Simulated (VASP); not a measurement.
## Ta2N: electrostatic potential with LDA

Ta2N:

```
Ta N
1.0
     3.18013    0.04467   -0.01875
    -1.55137    2.69947    0.04712
    -0.02934    0.06818    4.72339
Ta N
2 1
Direct
  0.33333 0.66667 0.25471
  0.66667 0.33333 0.74529
  0.00000 0.00000 0.00000
```

The cell comes from a database or a generator and needn't be the stable form of this composition.

The cell isn't the ideal one: cell strained at random at fixed volume.

```json
{"Program": "VASP 6.6.1", "Task": "electrostatic potential", "Functional": "LDA", "Potentials or basis": "VASP PAW LDA potentials, release 64 (Ta_pv, N)", "Cutoff": "520 eV", "k mesh": "8 × 8 × 5", "Occupations": "gaussian, width 0.05 eV", "Spin": "no spin polarisation", "Monkhorst-Pack mesh": "yes", "Further INCAR settings": "LASPH = False; ALGO = Fast; EDIFF = 1e-07"}
```

| Quantity | Value |
| --- | --- |
| Pressure | -12.5 GPa |
| Largest force | 0.751 eV/Å |

Forces on the atoms (eV/Å):
```
Ta   0.031 -0.155 -0.734
Ta  -0.031  0.155  0.734
N    0.000  0.000  0.000
```

Stress tensor (GPa, compression positive):
```
-16.74  -4.21   3.30
 -4.21 -14.98  -4.30
  3.30  -4.30  -5.92
```

Levels at points of the mesh, in eV from the Fermi level:
```
           k point  band 9  band 10  band 11  band 12  band 13  band 14  band 15  band 16  band 17
(0.06, 0.06, 0.00)   -6.81    -6.06    -3.99    -1.54    -0.72    -0.33     0.20     0.40     1.47
```

Run time: 55 s on 1 thread of Intel(R) Xeon(R) 6975P-C (Granite Rapids) (shared host), peak memory 0.22 GiB.

The run has no spin-orbit coupling, so splittings on Ta are missing.
